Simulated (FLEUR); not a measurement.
# In (Im-3m) in FLEUR: a series of runs

Runs on In. Level: LDA. Tasks: band structure, equation of state.

All numbers are computed with FLEUR MaX-R8.1 (later development tree); they aren't measurements. Logs are shortened: lines on timing, memory, paths and dates and some standing lists are left out, and cuts for length are marked.

## 1. Starting point

The structure is cubic, space group Im-3m (No. 229). The conventional cell has a = 3.765 Å, b = 3.765 Å, c = 3.765 Å, α = 90.00°, β = 90.00°, γ = 90.00°. In (site symmetry m-3m) is surrounded by 8 In at 3.26 Å.

This isn't the form of In at room conditions, which is tetragonal.

## 2. Band structure, LDA

Contents of inp.xml:

```xml
<?xml version="1.0" encoding="UTF-8" standalone="no"?>
<fleurInput fleurInputVersion="0.39">
   <comment>
      In                                                                                                  
   </comment>
   <calculationSetup>
      <cutoffs Kmax="4.1" Gmax="12.7" GmaxXC="12.7" numbands="0"/>
      <scfLoop itmax="60" minDistance="0.00001" maxIterBroyd="15" imix="Anderson" alpha="0.05" precondParam="0.0" spinf="2.0" sdNocoIR="T"/>
      <coreElectrons ctail="T" frcor="F" kcrel="0" coretail_lmax="0"/>
      <xcFunctional name="vwn" relativisticCorrections="F"/>
      <magnetism jspins="1"/>
      <soc l_soc="F" theta="0.0" phi="0.0" spav="F"/>
      <expertModes spex="0" secvar="F"/>
      <geometryOptimization l_f="F" forcealpha="1.0" forcemix="BFGS" epsdisp="0.00001" epsforce="0.00001"/>
      <ldaU l_linMix="F" mixParam="0.05" spinf="1.0"/>
   </calculationSetup>
   <cell>
      <bzIntegration valenceElectrons="21.0" mode="hist" fermiSmearingEnergy="0.00183747">
         <kPointListSelection listName="default-1"/>
         <!-- k-points included here -->
         <xi:include xmlns:xi="http://www.w3.org/2001/XInclude" href="kpts.xml"> </xi:include>
      </bzIntegration>
      <!-- symmetry operations included here -->
      <xi:include xmlns:xi="http://www.w3.org/2001/XInclude" href="sym.xml"> </xi:include>
      <bulkLattice scale="1.0">
         <bravaisMatrix>
            <row-1>   -3.5574571262468848     3.5574571262468848     3.5574571262468848</row-1>
            <row-2>    3.5574571262468848    -3.5574571262468848     3.5574571262468848</row-2>
            <row-3>    3.5574571262468848     3.5574571262468848    -3.5574571262468848</row-3>
         </bravaisMatrix>
      </bulkLattice>
   </cell>
   <atomSpecies>
      <species name="Indium (In)" element="In" atomicNumber="49">
         <mtSphere radius="2.66" gridPoints="879" logIncrement="0.015"/>
         <atomicCutoffs lmax="10" lnonsphr="10"/>
         <electronConfig flipSpins="F">
            <coreConfig>(1s1/2) (2s1/2) (2p1/2) (2p3/2) (3s1/2) (3p1/2) (3p3/2) (3d3/2) (3d5/2)</coreConfig>
            <valenceConfig>(4s1/2) (4p1/2) (4p3/2) (5s1/2) (4d3/2) (4d5/2) (5p1/2) (5p3/2)</valenceConfig>
            <stateOccupation state="(5p1/2)" spinUp="0.166667" spinDown="0.166667"/>
            <stateOccupation state="(5p3/2)" spinUp="0.333333" spinDown="0.333333"/>
         </electronConfig>
         <energyParameters s="5" p="5" d="4" f="4"/>
         <lo type="SCLO" l="0" n="4" eDeriv="0"/>
         <lo type="SCLO" l="1" n="4" eDeriv="0"/>
         <lo type="SCLO" l="1" n="4" eDeriv="1"/>
         <lo type="SCLO" l="2" n="4" eDeriv="2"/>
         <lo type="SCLO" l="3" n="4" eDeriv="2"/>
      </species>
   </atomSpecies>
   <atomGroups>
      <atomGroup species="Indium (In)">
         <relPos label="                   1">.0000000000 .0000000000 .0000000000</relPos>
         <force calculate="T" relaxXYZ="TTT"/>
      </atomGroup>
   </atomGroups>
   <output dos="F" band="F" slice="F">
      <checks vchk="F" cdinf="F"/>
      <bandDOS minEnergy="-.5*Htr" maxEnergy="0.5*Htr" sigma="0.015" storeEVData="T"/>
      <vacuumDOS vacdos="F" integ="F" star="F" nstars="0" locx1="0.0" locy1="0.0" locx2="0.0" locy2="0.0" nstm="0" tworkf="0.0"/>
      <unfoldingBand unfoldBand="F" supercellX="1" supercellY="1" supercellZ="1"/>
      <plotting iplot="0" polar="F">
         <plot TwoD="T" vec1="  1.0  0.0  0.0" vec2="  0.0  1.0  0.0" vec3="  0.0  0.0  1.0" zero="  0.0  0.0  0.0" file="plot"/>
      </plotting>
      <chargeDensitySlicing numkpt="0" minEigenval="0.0" maxEigenval="0.0" nnne="0" pallst="F"/>
      <specialOutput eonly="F"/>
      <moessbauerParams electricFieldGradient="T" isomerShift="T" coreHyperfine="T" valenceHyperfine="T"/>
      <magneticCircularDichroism mcd="F" energyLo="-10.0" energyUp="0.0"/>
   </output>
  <!-- We include the file relax.xml here to enable relaxations (see documentation) -->
  <xi:include xmlns:xi="http://www.w3.org/2001/XInclude" href="relax.xml"> <xi:fallback/> </xi:include>
</fleurInput>
```

Contents of crystal.txt:

```
In
&input cartesian=F /
-1.8825252400  1.8825252400  1.8825252400
1.8825252400  -1.8825252400  1.8825252400
1.8825252400  1.8825252400  -1.8825252400
1.8897261246
1.0 1.0 1.0

1
49 0.0000000000  0.0000000000  0.0000000000

&kpt div1=10 div2=10 div3=10 gamma=T /
```

Contents of inp.xml (bands):

```
<?xml version="1.0" encoding="UTF-8" standalone="no"?>
<fleurInput fleurInputVersion="0.39">
   <comment>
      In                                                                                                  
   </comment>
   <calculationSetup>
      <cutoffs Kmax="4.1" Gmax="12.7" GmaxXC="12.7" numbands="0"/>
      <scfLoop itmax="60" minDistance="0.00001" maxIterBroyd="15" imix="Anderson" alpha="0.05" precondParam="0.0" spinf="2.0" sdNocoIR="T"/>
      <coreElectrons ctail="T" frcor="F" kcrel="0" coretail_lmax="0"/>
      <xcFunctional name="vwn" relativisticCorrections="F"/>
      <magnetism jspins="1"/>
      <soc l_soc="F" theta="0.0" phi="0.0" spav="F"/>
      <expertModes spex="0" secvar="F"/>
      <geometryOptimization l_f="F" forcealpha="1.0" forcemix="BFGS" epsdisp="0.00001" epsforce="0.00001"/>
      <ldaU l_linMix="F" mixParam="0.05" spinf="1.0"/>
   </calculationSetup>
   <cell>
      <bzIntegration valenceElectrons="21.0" mode="hist" fermiSmearingEnergy="0.00183747">
         <kPointListSelection listName="path-1"/>
         <!-- k-points included here -->
         <xi:include xmlns:xi="http://www.w3.org/2001/XInclude" href="kpts.xml"> </xi:include>
      </bzIntegration>
      <!-- symmetry operations included here -->
      <xi:include xmlns:xi="http://www.w3.org/2001/XInclude" href="sym.xml"> </xi:include>
      <bulkLattice scale="1.0">
         <bravaisMatrix>
            <row-1>   -3.5574571262468848     3.5574571262468848     3.5574571262468848</row-1>
            <row-2>    3.5574571262468848    -3.5574571262468848     3.5574571262468848</row-2>
            <row-3>    3.5574571262468848     3.5574571262468848    -3.5574571262468848</row-3>
         </bravaisMatrix>
      </bulkLattice>
   </cell>
   <atomSpecies>
      <species name="Indium (In)" element="In" atomicNumber="49">
         <mtSphere radius="2.66" gridPoints="879" logIncrement="0.015"/>
         <atomicCutoffs lmax="10" lnonsphr="10"/>
         <electronConfig flipSpins="F">
            <coreConfig>(1s1/2) (2s1/2) (2p1/2) (2p3/2) (3s1/2) (3p1/2) (3p3/2) (3d3/2) (3d5/2)</coreConfig>
            <valenceConfig>(4s1/2) (4p1/2) (4p3/2) (5s1/2) (4d3/2) (4d5/2) (5p1/2) (5p3/2)</valenceConfig>
            <stateOccupation state="(5p1/2)" spinUp="0.166667" spinDown="0.166667"/>
            <stateOccupation state="(5p3/2)" spinUp="0.333333" spinDown="0.333333"/>
         </electronConfig>
         <energyParameters s="5" p="5" d="4" f="4"/>
         <lo type="SCLO" l="0" n="4" eDeriv="0"/>
         <lo type="SCLO" l="1" n="4" eDeriv="0"/>
         <lo type="SCLO" l="1" n="4" eDeriv="1"/>
         <lo type="SCLO" l="2" n="4" eDeriv="2"/>
         <lo type="SCLO" l="3" n="4" eDeriv="2"/>
      </species>
   </atomSpecies>
   <atomGroups>
      <atomGroup species="Indium (In)">
         <relPos label="                   1">.0000000000 .0000000000 .0000000000</relPos>
         <force calculate="T" relaxXYZ="TTT"/>
      </atomGroup>
   </atomGroups>
   <output dos="F" band="T" slice="F">
      <checks vchk="F" cdinf="F"/>
      <bandDOS minEnergy="-.5*Htr" maxEnergy="0.5*Htr" sigma="0.015" storeEVData="T"/>
      <vacuumDOS vacdos="F" integ="F" star="F" nstars="0" locx1="0.0" locy1="0.0" locx2="0.0" locy2="0.0" nstm="0" tworkf="0.0"/>
      <unfoldingBand unfoldBand="F" supercellX="1" supercellY="1" supercellZ="1"/>
      <plotting iplot="0" polar="F">
         <plot TwoD="T" vec1="  1.0  0.0  0.0" vec2="  0.0  1.0  0.0" vec3="  0.0  0.0  1.0" zero="  0.0  0.0  0.0" file="plot"/>
      </plotting>
      <chargeDensitySlicing numkpt="0" minEigenval="0.0" maxEigenval="0.0" nnne="0" pallst="F"/>
      <specialOutput eonly="F"/>
      <moessbauerParams electricFieldGradient="T" isomerShift="T" coreHyperfine="T" valenceHyperfine="T"/>
      <magneticCircularDichroism mcd="F" energyLo="-10.0" energyUp="0.0"/>
   </output>
  <!-- We include the file relax.xml here to enable relaxations (see documentation) -->
  <xi:include xmlns:xi="http://www.w3.org/2001/XInclude" href="relax.xml"> <xi:fallback/> </xi:include>
</fleurInput>
```

Potentials or basis: all-electron, FLAPW.

The run is started by

```
$ inpgen -f crystal.txt -profile fastHighL
$ # inp.xml edited to the form shown
$ fleur_MPI
$ fleur_MPI   # second run, on inp.xml (bands)
```

What it wrote:

```text
Welcome to FLEUR        (www.flapw.de)
      MaX-Release 8.1          (www.max-centre.eu)

 ========== k-point set info ==========
 Selected k-point list: default-1
 k-point list type: mesh
 10 x 10 x 10
 Number of k points: 47

 ------------Calculation Setup---------------------------
 Number of MPI-tasks      :            1
 Number of PE/node        :            1
 Number of OMP-threads    :            1
 Most efficient MPI parallelization for:
           1          47
 Additional eigenvalue parallelization possible
 Number of basis functions:          271
 Approximate size of matrices (H+S) per k-point:         0.001 GB
 --------------------------------------------------------
 Iteration:     1   Distance:       4.23403270 me/bohr^3
 Iteration:     2   Distance:       3.91519270 me/bohr^3
 Iteration:     3   Distance:       1.75097408 me/bohr^3
 Iteration:     4   Distance:       0.15887952 me/bohr^3
 Iteration:     5   Distance:       0.16171934 me/bohr^3
 Iteration:     6   Distance:       0.04837493 me/bohr^3
 Iteration:     7   Distance:       0.00430267 me/bohr^3
 Iteration:     8   Distance:       0.00128555 me/bohr^3
 Iteration:     9   Distance:       0.00006157 me/bohr^3
 Iteration:    10   Distance:       0.00005728 me/bohr^3
 Iteration:    11   Distance:       0.00000572 me/bohr^3

 ********************************************************************
 Run finished successfully
 Stop message:
   all done
 ********************************************************************
```

output (bands):

```text
Welcome to FLEUR        (www.flapw.de)
      MaX-Release 8.1          (www.max-centre.eu)

 ========== k-point set info ==========
 Selected k-point list: path-1
 k-point list type: path
 Number of k points: 60

 ------------Calculation Setup---------------------------
 Number of MPI-tasks      :            1
 Number of PE/node        :            1
 Number of OMP-threads    :            1
 Most efficient MPI parallelization for:
           1           2           3           4           5           6          10          12          15          20          30          60
 Additional eigenvalue parallelization possible
 Number of basis functions:          271
 Approximate size of matrices (H+S) per k-point:         0.001 GB
 --------------------------------------------------------
 Fermi energy correction for metals:
 Fermi energy in bands.* files may not be consistent with last density.
 Please correct it manually (e.g. in band.gnu file).

 Note: Band structure data (together with different weights) is also stored in the banddos.hdf file.
       A convenient way of extracting and plotting the data from that file is by making use of the

 ********************************************************************
 Run finished successfully
 Stop message:
   Charge density postprocessing done.
 ********************************************************************
```

out.xml (last iteration):

```text
<iteration numberForCurrentRun="   11" overallNumber="   11">
         <energyParameters units="Htr">
            <atomicEP atomType="1" spin="1" branch="5s" branchLowest="-3.99" branchHighest="0.81" value="0.0372180049"/>
            <atomicEP atomType="1" spin="1" branch="5p" branchLowest="-2.47" branchHighest="1.41" value="0.2326353675"/>
            <atomicEP atomType="1" spin="1" branch="4d" branchLowest="-15.50" branchHighest="-0.24" value="-0.2810400466"/>
            <atomicEP atomType="1" spin="1" branch="4f" branchLowest="-9.99" branchHighest="1.89" value="0.5716028939"/>
            <loAtomicEP atomType="1" spin="1" branch="4s" branchLowest="-28.51" branchHighest="-3.99" value="-3.9922493661"/>
            <loAtomicEP atomType="1" spin="1" branch="4p" branchLowest="-23.42" branchHighest="-2.47" value="-2.4775036448"/>
            <loAtomicEP atomType="1" spin="1" branch="4p" branchLowest="-23.42" branchHighest="-2.47" value="-2.4775036448"/>
            <loAtomicEP atomType="1" spin="1" branch="4d" branchLowest="-15.50" branchHighest="-0.24" value="-0.2915883912"/>
            <loAtomicEP atomType="1" spin="1" branch="4f" branchLowest="-9.99" branchHighest="1.89" value="0.5716050211"/>
         </energyParameters>
         <eigenvalues>
            <eigenvaluesAt spin="1" ikpt="1" k_x="0.00000000" k_y="0.00000000" k_z="0.00000000">
                      -3.9922648271       -2.4700546669       -2.4700546669       -2.4700546669       -0.2992030200
                      -0.2992030200       -0.2992030200       -0.2892926308       -0.2892926308       -0.1110607148
                       0.6298827873        0.6298827873        0.6298827873        0.7146883795        0.7146883795
                       0.7146883795        0.7865675092
            </eigenvaluesAt>
            <eigenvaluesAt spin="1" ikpt="2" k_x="0.00000000" k_y="0.00000000" k_z="0.10000000">
                      -3.9922632083       -2.4700815119       -2.4700656943       -2.4700538857       -0.2995832617
                      -0.2988587715       -0.2977408143       -0.2896915565       -0.2893080882       -0.1026753402
                       0.5567692844        0.5955559262        0.6121720264        0.6755130430        0.6883194753
                       0.7091305470        0.8054394256
            </eigenvaluesAt>
            <eigenvaluesAt spin="1" ikpt="3" k_x="0.00000000" k_y="0.00000000" k_z="0.20000000">
[... 27 lines left out ...]
            <state n="3" l="0" j="0.5" energy="-28.5148000793" weight="1.0000000000"/>
            <state n="3" l="1" j="0.5" energy="-24.3930243056" weight="1.0000000000"/>
            <state n="3" l="1" j="1.5" energy="-22.9952955975" weight="2.0000000000"/>
            <state n="3" l="2" j="1.5" energy="-15.6766803127" weight="2.0000000000"/>
            <state n="3" l="2" j="2.5" energy="-15.3899667598" weight="3.0000000000"/>
         </coreStates>
         <allElectronCharges>
            <spinDependentCharge spin="1" total="49.0000000" interstitial="1.5618870" mtSpheres="47.4381130"/>
            <totalCharge value="48.9999999999"/>
         </allElectronCharges>
         <moessbauerParams unitsHFF="kG" unitsIS="e/bohr^3" unitsEFG="Htr/bohr^2">
            <coreIsomerShift atomType="1" isTotal="176257.08056">
               <shell n="1" l="0" isomerShift="154360.34447"/>
               <shell n="2" l="0" isomerShift="17946.31984"/>
               <shell n="2" l="1" isomerShift="412.91711"/>
               <shell n="3" l="0" isomerShift="3451.86023"/>
               <shell n="3" l="1" isomerShift="85.63891"/>
               <shell n="3" l="2" isomerShift="0.00001"/>
            </coreIsomerShift>
            <isomerShift atomType="1" nucleusRadius="0.0001148" averageDensity="177003.44338"/>
            <electricFieldGradient atomType="1" VXX="0.00000" VYY="0.00000" VZZ="0.00000" asymParam="0.00000">
            </electricFieldGradient>
         </moessbauerParams>
         <totalEnergy                                    value="    -5878.1132670149" units="Htr">
            <sumOfEigenvalues                            value="    -3537.9023294205">
               <coreElectrons value="-3512.4451957931"/>
               <valenceElectrons value="-25.4571336274"/>
            </sumOfEigenvalues>
            <densityCoulombPotentialIntegral value="-9506.5307836066"/>
            <densityEffectivePotentialIntegral value="-9711.8062534434"/>
            <chargeDenXCDenIntegral value="-154.8046130238"/>
            <FockExchangeEnergyValence value="0.0000000000"/>
            <FockExchangeEnergyCore value="0.0000000000"/>
            <atomTypeDependentContributions atomType="1">
               <electronNucleiInteractionDifferentMTs value="7123.8975213912"/>
               <MadelungTerm value="-20.0496648194"/>
            </atomTypeDependentContributions>
            <tkbTimesEntropy value="0.0001869388"/>
            <freeEnergy value="-5878.1134539537"/>
            <extrapolationTo0K value="-5878.1133604843"/>
         </totalEnergy>
         <densityConvergence units="me/bohr^3">
            <chargeDensity spin="1" distance="0.0000057231"/>
         </densityConvergence>
      </iteration>
```

Run time: 14 s. Hardware: 1 thread of Arm Neoverse V2, shared host; peak memory 0.05 GiB.

Results:

```
Free energy                                           : -159951.6156 eV
Band gap along the path                               : none (metal or under the smearing width)
Valence electrons inside the program's atomic spheres : In 19.44 (radii In 2.66 bohr)
```

Levels at the corners of the path, in eV from the Fermi level:
```tsv
point	band 7	band 8	band 9	band 10	band 11	band 12	band 13	band 14
Γ	-14.47	-14.20	-14.20	-9.35	10.81	10.81	10.81	13.12
H	-14.08	-14.08	-14.08	0.78	1.32	1.32	1.32	5.48
N	-14.22	-14.20	-14.03	-3.92	-2.99	5.82	7.33	10.21
Γ	-14.47	-14.20	-14.20	-9.35	10.81	10.81	10.81	13.12
P	-14.38	-14.20	-14.20	-2.41	0.25	0.25	0.25	19.81
H	-14.08	-14.08	-14.08	0.78	1.32	1.32	1.32	5.48
P	-14.38	-14.20	-14.20	-2.41	0.25	0.25	0.25	19.81
N	-14.22	-14.20	-14.03	-3.92	-2.99	5.82	7.33	10.21
```

Core levels (eV from the Fermi level):
```tsv
atom	levels
1 In	1s1/2 -27699.6, 2s1/2 -4143.6, 2p1/2 -3866.1, 2p3/2 -3655.5, 3s1/2 -782.3, 3p1/2 -670.1, 3p3/2 -632.1, 3d3/2 -432.9, 3d5/2 -425.1
```

Caveat: spin-orbit coupling is left out, which moves the levels of the heavy elements.

(Part 1 of 2 ends here.)
